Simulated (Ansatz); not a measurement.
# BN: from bands to localised orbitals, part 2 of 3

Aim: build maximally localised Wannier functions for BN from several sets of trial orbitals, and check spreads and centres, and how well the models interpolate the bands. The runs, in order: PBE, anion s p, 9×9×4; PBE, anion s p, 6×6×2; PBE, anion s p, 12×12×4; PBE, anion p, 9×9×4; r2SCAN, anion s p, 9×9×4; r2SCAN, anion p, 9×9×4; HSE06, anion s p, 9×9×4 (level, trial orbitals, Wannier mesh).

Ansatz 0.2.0; plane waves, PAW. The steps go on from the part before.

### Step 5. PBE, anion p, 9×9×4

The COD entry's cell or inner coordinates are ideal or old and differ from later refinements, so a difference from it is no clean test against experiment.

input.yaml

```yaml
crystal:
  lattice:
    - [2.5005826042, 0.0, 0.0]
    - [-1.2502913021, 2.1655680595, 0.0]
    - [0.0, 0.0, 6.5236361402]
  atoms:
    - { symbol: B, position: [0.3333333333, 0.6666666667, 0.25] }
    - { symbol: B, position: [0.6666666667, 0.3333333333, 0.75] }
    - { symbol: "N", position: [0.3333333333, 0.6666666667, 0.75] }
    - { symbol: "N", position: [0.6666666667, 0.3333333333, 0.25] }
kpoints:
  mp_grid: { grid: [9, 9, 4] }
  band_path:
    path:
      - [[0.0, 0.0, 0.0], [0.5, 6.732600013104e-17, 0.0], [0.3333333333333, 0.3333333333333, 0.0], [0.0, 0.0, 0.0], [0.0, 0.0, 0.5], [0.5, 6.732600013104e-17, 0.5], [0.3333333333333, 0.3333333333333, 0.5], [0.0, 0.0, 0.5]]
      - [[0.5, 6.732600013104e-17, 0.5], [0.5, 6.732600013104e-17, 0.0]]
      - [[0.3333333333333, 0.3333333333333, 0.5], [0.3333333333333, 0.3333333333333, 0.0]]
    npoints: 10
hamiltonian:
  xc: pbe
scf:
  occupations: { method: fixed }
  n_extra_bands: 6
output:
  forces: false
  stress: false
  eigenvalues: true
  wannier:
    kmesh: [9, 9, 4]
    projections: [{ species: "N", l: p, shell: 2 }]
    minimise: true
    write_hr: true
    conv_tol: 1.0e-08
    max_iter: 3000
  write_density: true
  write_potential: true
  elf: true
  volumetric_format: npy
```

Run with:

```console
> ansatz run input.yaml --threads 4 --pin off --max-ram 3686MiB --backend cpu --events-out ev --progress --plain --runs-dir out
```

What it wrote:

```text
Warning: RAYON_NUM_THREADS=4 ignored (pool sized by the plan → 4); use --threads N
scf.n_extra_bands = 6 over 8 filled bands (N_el = 16.0): the run solves 14 bands
Engine: ansatz 0.2.0, aarch64-unknown-linux-gnu
Pseudopotentials: kind: paw
Pseudopotential: B, paw, valence charge 3, recommended cutoff 420 eV (normal), B.paw.azcp
Pseudopotential: N, paw, valence charge 5, recommended cutoff 420 eV (normal), N.paw.azcp
Functional definition: PBE
  parameter kappa = 0.804
  parameter beta = 0.06672455060314922
  exchange = pbe_x(kappa = kappa, mu = beta*pi^2/3)
  correlation = pbe_c(beta = beta)
Crystal: 4 atoms, lattice volume = 35.327 Å³
Basis set: ecut = 420 eV, 687 PW (Γ)
Bands: 14, of which v1, the nominal top of the filled ones, is band 8 counted from 1 (7 counted from 0)
Symmetry: 24 space group operations
Space group: P63/mmc (ITA 194), of the structure as read, at distance tolerance 3.3e-5 Å
k-points: 36 of 324
Non-local potential: B, projectors of the file, l = 0: 2, l = 1: 2, l = 2: 1
Non-local potential: N, projectors of the file, l = 0: 2, l = 1: 2, l = 2: 1
PAW form: soft (Blöchl's): semilocal exchange-correlation on the pseudo side does not see the compensation charge
PAW one-centre angular grid: B, 110 points (default); XC on 64 Gauss nodes
PAW one-centre angular grid: N, 110 points (default); XC on 64 Gauss nodes
Initial density: superposition of atomic densities (neutral atoms: chi_scale 0, normalization atom), corrected by the library's trained network
Initial wavefunctions: pseudopotential atomic-orbital guess
Functional: x = pbe(κ = 0.804, μ = 0.2195149727645171), c = pbe(β = 0.06672455060314922)
SCF iter   1: F=—  HF=-1084.790399 eV  |F-HF|=—  |Δ(HF+E_count)|=         —  Δρ=1.39e-3  dr2=1.57e-4  ethr=1.77e-3  ⟨swp⟩=4.8  Hψ=2333  notcnv=0  defer=129
preconditioner: auto → none  [insulator: Δε(μ)=4.387 eV  Ē_g=17.320 eV  n_scr=4 (ndim 8)  ℏωp=25.0 eV  f_vac=0.017  ε∞_Penn≈3.1]
SCF iter   2: F=—  HF=-1084.791481 eV  |F-HF|=—  |Δ(HF+E_count)|=   1.08e-3  Δρ=7.21e-4  dr2=3.49e-5  ethr=9.84e-7  ⟨swp⟩=2.0  Hψ=1138  notcnv=0  defer=144
SCF iter   3: F=—  HF=-1084.791836 eV  |F-HF|=—  |Δ(HF+E_count)|=   3.54e-4  Δρ=2.73e-4  dr2=1.31e-5  ethr=2.18e-7  ⟨swp⟩=2.0  Hψ=804  notcnv=0  defer=144
iter 4 did not close the SCF: its close was put off for the readings that it lacked (scf_convergence_deferred on its scf_iter line)
SCF iter   4: F=-1084.791858 eV  HF=-1084.791857 eV  |F-HF|=3.38e-7  |Δ(HF+E_count)|=   2.19e-5  Δρ=2.15e-5  dr2=6.78e-8  ethr=8.17e-8  ⟨swp⟩=2.0  Hψ=716  notcnv=0  defer=144
iter 5 did not close the SCF: its close was put off for the readings that it lacked (scf_convergence_deferred on its scf_iter line)
SCF iter   5: F=-1084.791858 eV  HF=-1084.791858 eV  |F-HF|=2.77e-8  |Δ(HF+E_count)|=   3.50e-7  Δρ=5.57e-6  dr2=4.80e-9  ethr=4.24e-10  ⟨swp⟩=2.1  Hψ=722  notcnv=0  defer=144
SCF iter   6: F=-1084.791858 eV  HF=-1084.791858 eV  |F-HF|=5.30e-10  |Δ(HF+E_count)|=   3.05e-8  Δρ=8.09e-7  dr2=8.77e-11  ethr=3.00e-11  ⟨swp⟩=6.5  Hψ=2490  notcnv=0
SCF 1 converged in 6 iterations: F = -1084.791858 eV  dr2 = 8.77e-11
NSCF: frozen V_eff on 93 k-points
NSCF: frozen V_eff on 40 k-points
the Wannier pass solved 40 of the 324 points of its mesh, and has the states at the others by symmetry: states obtained by the crystal's operations at points that were solved too leave a residual of 2.09e-13 eV (read by the count's bands and the next), within 4.76e-6 eV
SCF converged after 6 iterations
Free energy (F): -1084.791858 eV
Harris-Foulkes:  -1084.791858 eV  (|F-HF|=5.30e-10)
Internal energy: -1084.791858 eV  (E = F + TS)
E sigma→0 (E₀):  -1084.791858 eV
Fermi energy:    4.956710 eV
--- Per-component energies (eV) ---
  E_band       = -34.689714
  E_kinetic    = 367.435571
  E_local      = -676.313747  (includes V_loc(G=0)·N_el)
  E_nonlocal   = 115.765546
  E_hartree    = 216.613949
  E_xc         = -184.599313
  E_vxc        = -229.046117  (∫ρ·V_xc dr)
  E_paw        = -413.701984  (= ΣΔE_a)
  E_vpaw       = -45.759214  (= ΣTr[D̂ρ^β])
  E_aug_tail   = 0.000197  (compensation charges beyond the density's cutoff)
  E_ewald      = -509.992076
  E_smearing   = -0.000000  (= −TS)
  E_closure    = -0.000000  (closes the sum)
  Σ components = -1084.791858   (vs F -1084.791858, Δ=0.00e0)
--- Band table (eV; the first three rows and the last of 36) ---
  k-point 0: bands = ["-12.8818", "-12.5457", "-1.3547", "0.9545", "3.6325", "3.6325", "3.6769", "3.6769", "10.3365", "15.4972", "16.5591", "16.5591", "16.7007", "16.7007"]
  k-point 1: bands = ["-12.8354", "-12.5980", "-1.0747", "0.5333", "3.6391", "3.6391", "3.6699", "3.6699", "11.0732", "14.6194", "16.5796", "16.5796", "16.6798", "16.6798"]
  k-point 2: bands = ["-12.7197", "-12.7197", "-0.3364", "-0.3364", "3.6549", "3.6549", "3.6549", "3.6549", "12.8021", "12.8021", "16.6293", "16.6293", "16.6293", "16.6293"]
  k-point 35: bands = ["-9.0303", "-9.0303", "-2.9568", "-2.9568", "-2.1969", "-2.1969", "4.9567", "4.9567", "9.6085", "9.6085", "16.9857", "16.9857", "18.9546", "18.9546"]
Wannier search: line search 1 of at most 3000: gauge-dependent spread (as the search counts it) 0.2229409 Å², largest recent change 3.9e-2 Å² and fall left 1.8e-5 Å² against conv_tol 1.0e-8 Å², 0 stops escaped
```

It took 1.1 s on 4 threads of Arm Neoverse V2, shared host; peak memory 0.28 GiB.

wannier.win names the bands that the functions span: 3-8 (counted from 1; 8 are filled).

The head of wannier.spreads.toml:

```toml
omega_i_ang2 = 6.676590306688453
omega_d_ang2 = 0.06534802167801236
omega_od_ang2 = 0.15749151212098395
omega_total_ang2 = 6.89942984048745
least_projectability = 0.680154212535297
b_vectors_match_mmn = true
n_iter = 8
converged = true
rejected_fitted_steps = 0
```

The functions (centres in Å, on-site energies from the top of the filled bands):

| n | x | y | z | spread (Å²) | on-site (eV) | nearest atoms | distance (Å) |
| --- | --- | --- | --- | --- | --- | --- | --- |
| 1 | 0.000 | 1.444 | 4.893 | 1.381 | -2.361 | N3 | 0.00 |
| 2 | 0.000 | 1.325 | 4.893 | 1.034 | -5.385 | N3 | 0.12 |
| 3 | 0.000 | 1.564 | 4.893 | 1.034 | -5.380 | N3 | 0.12 |
| 4 | 1.250 | 0.722 | 1.631 | 1.381 | -2.361 | N4 | 0.00 |
| 5 | 1.250 | 0.841 | 1.631 | 1.034 | -5.385 | N4 | 0.12 |
| 6 | 1.250 | 0.601 | 1.631 | 1.034 | -5.380 | N4 | 0.12 |

The largest hoppings ⟨m, 0|H|n, R⟩, one of each Hermitian pair (signs follow the phases of the functions):

| m | n | R | distance (Å) | t (eV) |
| --- | --- | --- | --- | --- |
| 5 | 5 | 1 0 0 | 2.50 | 1.187 |
| 2 | 2 | 1 0 0 | 2.50 | 1.187 |
| 3 | 3 | 1 1 0 | 2.50 | 0.923 |
| 6 | 6 | 0 1 0 | 2.50 | 0.923 |
| 6 | 6 | 1 1 0 | 2.50 | 0.923 |
| 3 | 3 | 0 1 0 | 2.50 | 0.923 |
| 1 | 1 | 1 0 0 | 2.50 | -0.587 |
| 4 | 4 | 1 0 0 | 2.50 | -0.587 |

Interpolated bands at the corners of the path, eV from the top of the filled bands:

| point | e1 | e2 | e3 | e4 | e5 | e6 |
| --- | --- | --- | --- | --- | --- | --- |
| Γ | -6.37 | -4.06 | -1.38 | -1.38 | -1.34 | -1.34 |
| M | -8.97 | -8.90 | -4.21 | -4.13 | -1.56 | -0.45 |
| K | -8.06 | -7.88 | -7.20 | -7.20 | -0.15 | -0.15 |
| Γ | -6.37 | -4.06 | -1.38 | -1.38 | -1.34 | -1.34 |
| A | -5.35 | -5.35 | -1.36 | -1.36 | -1.36 | -1.36 |
| L | -8.94 | -8.94 | -4.17 | -4.17 | -0.98 | -0.98 |
| H | -7.97 | -7.97 | -7.21 | -7.21 | -0.06 | -0.06 |
| A | -5.35 | -5.35 | -1.36 | -1.36 | -1.36 | -1.36 |
| L | -8.94 | -8.94 | -4.17 | -4.17 | -0.98 | -0.98 |
| M | -8.97 | -8.90 | -4.21 | -4.13 | -1.56 | -0.45 |
| H | -7.97 | -7.97 | -7.21 | -7.21 | -0.06 | -0.06 |
| K | -8.06 | -7.88 | -7.20 | -7.20 | -0.15 | -0.15 |

Along the path each interpolated band stays within 0.01, 0.00, 0.00, 0.00, 0.01, 0.01 eV of the nearest computed level, from the lowest band up.

### Step 6. r2SCAN, anion s p, 9×9×4

input.yaml: that of step 5 with these lines changed.

```diff
@@ -19,3 +19,3 @@
 hamiltonian:
-  xc: pbe
+  xc: r2scan
 scf:
@@ -29,3 +29,3 @@
     kmesh: [9, 9, 4]
-    projections: [{ species: "N", l: p, shell: 2 }]
+    projections: [{ species: "N", l: s, shell: 2 }, { species: "N", l: p, shell: 2 }]
     minimise: true
@@ -34,5 +34 @@
     max_iter: 3000
-  write_density: true
-  write_potential: true
-  elf: true
-  volumetric_format: npy
```

Run with:

```console
> ansatz run input.yaml --threads 4 --pin off --max-ram 3686MiB --backend cpu --events-out ev --progress --plain --runs-dir out
```

What it wrote (excerpt; [...] marks lines left out):

```text
Warning: RAYON_NUM_THREADS=4 ignored (pool sized by the plan → 4); use --threads N
scf.n_extra_bands = 6 over 8 filled bands (N_el = 16.0): the run solves 14 bands
[...]
Pseudopotentials: kind: paw
Pseudopotential: B, paw, valence charge 3, recommended cutoff 500 eV (meta_gga), B.paw.azcp
Pseudopotential: N, paw, valence charge 5, recommended cutoff 500 eV (meta_gga), N.paw.azcp
Functional definition: r2SCAN
[...]
Crystal: 4 atoms, lattice volume = 35.327 Å³
[...]
SCF converged after 7 iterations
Free energy (F): -1088.240706 eV
[...]
E sigma→0 (E₀):  -1088.240706 eV
Fermi energy:    4.688073 eV
[...]
--- Band table (eV; the first three rows and the last of 36) ---
  k-point 0: bands = ["-14.1439", "-13.8121", "-1.7926", "0.5759", "3.3441", "3.3441", "3.3903", "3.3903", "10.4589", "16.0242", "17.0850", "17.0850", "17.2374", "17.2374"]
[...]
Wannier search: line search 1 of at most 3000: gauge-dependent spread (as the search counts it) 2.5863073 Å², largest recent change 2.7e-1 Å² and fall left 1.3e-3 Å² against conv_tol 1.0e-8 Å², 0 stops escaped
```

Wall time 2.3 s (4 threads of Arm Neoverse V2, shared host); peak memory 0.34 GiB.

wannier.win names the bands that the functions span: 1-8 (counted from 1; 8 are filled).

The head of wannier.spreads.toml:

```toml
omega_i_ang2 = 5.123692257715334
omega_d_ang2 = 0.040532498920827234
omega_od_ang2 = 0.9897672266145249
omega_total_ang2 = 6.153991983250686
least_projectability = 0.8775233619351916
b_vectors_match_mmn = true
n_iter = 33
converged = true
rejected_fitted_steps = 0
```

The functions (centres in Å, on-site energies from the top of the filled bands):

| n | x | y | z | spread (Å²) | on-site (eV) | nearest atoms | distance (Å) |
| --- | --- | --- | --- | --- | --- | --- | --- |
| 1 | -0.445 | 1.187 | 4.967 | 0.613 | -8.846 | N3 | 0.52 |
| 2 | 1.695 | 0.979 | 1.706 | 0.613 | -8.846 | N4 | 0.52 |
| 3 | 0.000 | 1.444 | 4.666 | 1.239 | -3.556 | N3 | 0.23 |
| 4 | 0.445 | 1.187 | 4.967 | 0.613 | -8.846 | N3 | 0.52 |
| 5 | 0.000 | 1.957 | 4.967 | 0.613 | -8.846 | N3 | 0.52 |
| 6 | 1.250 | 0.722 | 1.405 | 1.239 | -3.556 | N4 | 0.23 |
| 7 | 0.806 | 0.979 | 1.706 | 0.613 | -8.846 | N4 | 0.52 |
| 8 | 1.250 | 0.208 | 1.706 | 0.613 | -8.846 | N4 | 0.52 |

Along the path each interpolated band stays within 0.00, 0.00, 0.00, 0.00, 0.00, 0.00, 0.01, 0.01 eV of the nearest computed level, from the lowest band up.

### Step 7. r2SCAN, anion p, 9×9×4

input.yaml: that of step 6 with these lines changed.

```diff
@@ -29,3 +29,3 @@
     kmesh: [9, 9, 4]
-    projections: [{ species: "N", l: s, shell: 2 }, { species: "N", l: p, shell: 2 }]
+    projections: [{ species: "N", l: p, shell: 2 }]
     minimise: true
@@ -34 +34,5 @@
     max_iter: 3000
+  write_density: true
+  write_potential: true
+  elf: true
+  volumetric_format: npy
```

Run with:

```console
> ansatz run input.yaml --threads 4 --pin off --max-ram 3686MiB --backend cpu --events-out ev --progress --plain --runs-dir out
```

What it wrote (excerpt; [...] marks lines left out):

```text
Warning: RAYON_NUM_THREADS=4 ignored (pool sized by the plan → 4); use --threads N
scf.n_extra_bands = 6 over 8 filled bands (N_el = 16.0): the run solves 14 bands
[...]
Pseudopotentials: kind: paw
Pseudopotential: B, paw, valence charge 3, recommended cutoff 500 eV (meta_gga), B.paw.azcp
Pseudopotential: N, paw, valence charge 5, recommended cutoff 500 eV (meta_gga), N.paw.azcp
Functional definition: r2SCAN
[...]
Crystal: 4 atoms, lattice volume = 35.327 Å³
[...]
SCF converged after 7 iterations
Free energy (F): -1088.240706 eV
[...]
E sigma→0 (E₀):  -1088.240706 eV
Fermi energy:    4.688073 eV
[...]
--- Band table (eV; the first three rows and the last of 36) ---
  k-point 0: bands = ["-14.1439", "-13.8121", "-1.7926", "0.5759", "3.3441", "3.3441", "3.3903", "3.3903", "10.4589", "16.0242", "17.0850", "17.0850", "17.2374", "17.2374"]
[...]
Wannier search: line search 1 of at most 3000: gauge-dependent spread (as the search counts it) 0.2008357 Å², largest recent change 3.4e-2 Å² and fall left 1.5e-5 Å² against conv_tol 1.0e-8 Å², 0 stops escaped
```

Wall time 1.9 s (4 threads of Arm Neoverse V2, shared host); peak memory 0.35 GiB.

wannier.win names the bands that the functions span: 3-8 (counted from 1; 8 are filled).

The head of wannier.spreads.toml:

```toml
omega_i_ang2 = 6.555580399071587
omega_d_ang2 = 0.05257652106939899
omega_od_ang2 = 0.1481749504201649
omega_total_ang2 = 6.7563318705611515
least_projectability = 0.6869602659422637
b_vectors_match_mmn = true
n_iter = 8
converged = true
rejected_fitted_steps = 0
```

The functions (centres in Å, on-site energies from the top of the filled bands):

| n | x | y | z | spread (Å²) | on-site (eV) | nearest atoms | distance (Å) |
| --- | --- | --- | --- | --- | --- | --- | --- |
| 1 | 0.000 | 1.444 | 4.893 | 1.343 | -2.404 | N3 | 0.00 |
| 2 | 0.000 | 1.326 | 4.893 | 1.018 | -5.584 | N3 | 0.12 |
| 3 | 0.000 | 1.563 | 4.893 | 1.017 | -5.579 | N3 | 0.12 |
| 4 | 1.250 | 0.722 | 1.631 | 1.343 | -2.404 | N4 | 0.00 |
| 5 | 1.250 | 0.840 | 1.631 | 1.018 | -5.584 | N4 | 0.12 |
| 6 | 1.250 | 0.602 | 1.631 | 1.017 | -5.579 | N4 | 0.12 |

Along the path each interpolated band stays within 0.00, 0.00, 0.00, 0.00, 0.01, 0.01 eV of the nearest computed level, from the lowest band up.

(Continued in part 3 of 3.)
